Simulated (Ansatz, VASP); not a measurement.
# Two plane-wave programs on ZnO

```xyz
2
Lattice="0.0000 2.1338 2.2477 2.1338 0.0000 2.2477 2.1338 2.1338 0.0000" Properties=species:S:1:pos:R:3 pbc="T T T"
Zn    0.0000    0.0000    0.0000
O     2.1338    2.1338    2.2477
```

Change from the starting cell: uniaxial_z strain +5.3%.

Alike in both runs: task single point; functional r2SCAN; k mesh 10 × 10 × 10; no spin polarisation.

|  | VASP | Ansatz |
| --- | --- | --- |
| version | VASP 6.6.1 | Ansatz 0.2.0 |
| potentials or method | VASP PAW PBE potentials, release 64 (Zn, O) | plane waves, PAW |
| plane-wave cutoff (eV) | 520 | 500 |
| occupations | gaussian, width 0.01 eV | fixed |
| valence electrons in the cell | 18 | 18 |

VASP gave:

```
gap on the k mesh at the Fermi level (eV)       : 1.17
pressure (GPa)                                  : -7.0
largest component of the traceless stress (GPa) : 2.26
```

Problem. Estimate Ansatz's values.

Solution. gap on the k mesh at the Fermi level (eV): 1.19; pressure (GPa): -8.3; largest component of the traceless stress (GPa): 1.94.

Caveats: the PAW data sets were made with another functional, which shifts forces and pressure a little (VASP). A k mesh can miss the band edges.
